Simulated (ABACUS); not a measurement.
Crystal: KBr.

```
Br K
1.0
     0.00000    3.30000    3.30000
     3.30000    0.00000    3.30000
     3.30000    3.30000    0.00000
Br K
1 1
Direct
  0.50000 0.50000 0.50000
  0.00000 0.00000 0.00000
```

- Program: ABACUS 3.10.1
- Task: single point
- Functional: PBE
- Potentials or basis: PseudoDojo NC SR 0.4.1 PBE standard
- Cutoff: 1361 eV
- Density cutoff: 5442 eV
- Basis: DZP LCAO (the cutoffs set its grid)
- k mesh: 7 × 7 × 7
- Occupations: fermi-dirac, width 0.05 eV
- Spin: no spin polarisation

On this cell: pressure 0.6 GPa; largest force zero by symmetry; band gap on the k mesh 4.60 eV, direct.

The same run follows on a disturbed copy (atoms moved at random, drawn with an rms of 0.05 Å):

```xyz
2
Lattice="0.0000 3.3000 3.3000 3.3000 0.0000 3.3000 3.3000 3.3000 0.0000" Properties=species:S:1:pos:R:3 pbc="T T T"
Br    3.3323    3.3097    3.3103
K     0.0259   -0.0284    0.0328
```

What does the disturbed cell give?

The energy moves by +0.7 meV/atom; pressure 0.6 GPa; largest force 0.060 eV/Å; band gap on the k mesh 4.60 eV, direct.

Forces on the atoms (eV/Å):
```
Br  -0.009 -0.051  0.030
K    0.009  0.051 -0.030
```

Caveats: the atomic orbitals were generated for these runs and aren't a published set; the basis of atomic orbitals isn't converged, which shifts pressures, moduli and gaps.

